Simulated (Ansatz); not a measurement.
**Se: response to strain**

Aim: deform Se (zz strain of +3 %) and compute stress, forces and field gradients with LAPW, PAW and all-electron datasets made for the crystal.

Program: Ansatz 0.2.0. Level of theory: DFT PBE, scalar-relativistic. These are calculated values, not measurements.

## (1) The starting structure

It takes space group R-3 (No. 148, trigonal). The conventional cell has a = 11.362 Å, b = 11.362 Å, c = 4.429 Å, α = 90.00°, β = 90.00°, γ = 120.00°. Se (site symmetry 1) is surrounded by 2 Se at 2.36 Å.

As a file:

```
CELL_PARAMETERS angstrom
5.68100 3.27993 1.47633
-5.68100 3.27993 1.47633
0.00000 -6.55985 1.47633
ATOMIC_POSITIONS crystal
Se 0.28066 0.16251 0.91818
Se 0.91818 0.28066 0.16251
Se 0.16251 0.91818 0.28066
Se 0.71934 0.83749 0.08182
Se 0.08182 0.71934 0.83749
Se 0.83749 0.08182 0.71934
```

Atoms are numbered in the order of the input: Se1, Se2, Se3, Se4, Se5, Se6.

## (2) After the deformation

Space group R-3 before, R-3 after.

## (3) All-electron LAPW

The input, input.yaml:

```yaml
crystal:
  lattice:
    - [5.6809998619, 3.2799267995, 1.5206199]
    - [-5.6809998619, 3.2799267995, 1.5206199]
    - [0.0, -6.5598535991, 1.5206199]
  atoms:
    - { symbol: Se, position: [0.28066, 0.16251, 0.91818] }
    - { symbol: Se, position: [0.91818, 0.28066, 0.16251] }
    - { symbol: Se, position: [0.16251, 0.91818, 0.28066] }
    - { symbol: Se, position: [0.71934, 0.83749, 0.08182] }
    - { symbol: Se, position: [0.08182, 0.71934, 0.83749] }
    - { symbol: Se, position: [0.83749, 0.08182, 0.71934] }
kpoints:
  mp_grid: { grid: [6, 6, 6] }
  band_path:
    path:
      - [0.0, 0.0, 0.0]
      - [0.5, 0.0, 0.0]
      - [0.5, -0.5, 0.5]
      - [0.2024896529, -0.7975103471, 0.2024896529]
      - [0.2024896529, 0.2024896529, 0.2024896529]
      - [0.0, 0.0, 0.0]
      - [0.5, -0.5, 0.0]
    npoints: 5
scf:
  occupations: { method: fermi_dirac, width: 0.01 }
hamiltonian:
  xc: pbe
  pseudopotentials: { kind: all_electron, lapw: { basis_error: 0.001 } }
output:
  forces: true
  stress: true
  eigenvalues: true
```

Command:

```sh
> ansatz run input.yaml --threads 2 --pin off --max-ram 6144MiB --backend cpu --events-out ev --progress --plain --runs-dir out
```

## (4) PAW with frozen cores

Edit input.yaml of step 3 so:

```diff
@@ -14,12 +14,2 @@
   mp_grid: { grid: [6, 6, 6] }
-  band_path:
-    path:
-      - [0.0, 0.0, 0.0]
-      - [0.5, 0.0, 0.0]
-      - [0.5, -0.5, 0.5]
-      - [0.2024896529, -0.7975103471, 0.2024896529]
-      - [0.2024896529, 0.2024896529, 0.2024896529]
-      - [0.0, 0.0, 0.0]
-      - [0.5, -0.5, 0.0]
-    npoints: 5
 scf:
@@ -28,3 +18,3 @@
   xc: pbe
-  pseudopotentials: { kind: all_electron, lapw: { basis_error: 0.001 } }
+  pseudopotentials: { kind: paw }
 output:
@@ -33 +23,2 @@
   eigenvalues: true
+  efg: { contact_densities: true }
```

## (5) All-electron PAW on datasets made for the crystal

Edit input.yaml of step 4 so:

```diff
@@ -18,3 +18,3 @@
   xc: pbe
-  pseudopotentials: { kind: paw }
+  pseudopotentials: { kind: all_electron, datasets: crystal }
 output:
```

(Steps that only read results are left out.)

What does the calculation give? Wanted: pressure; largest shear or deviatoric stress.

The runs gave:

| quantity | value |
| --- | --- |
| pressure | LAPW 1.61, PAW 1.62, crystal datasets 1.61 GPa |
| largest shear or deviatoric stress (LAPW) | 0.23 GPa |

In words: The largest part of the stress beyond the pressure is 0.23 GPa in size, in the zz component; the atoms are carried along and not relaxed. No run of the undeformed cell stands beside it, so the pressure holds what the given cell had before the change. PAW: stress within 0.01 GPa of LAPW, forces within 5 meV/Å. Crystal datasets: stress within 0.01 GPa of LAPW, forces within 1 meV/Å.
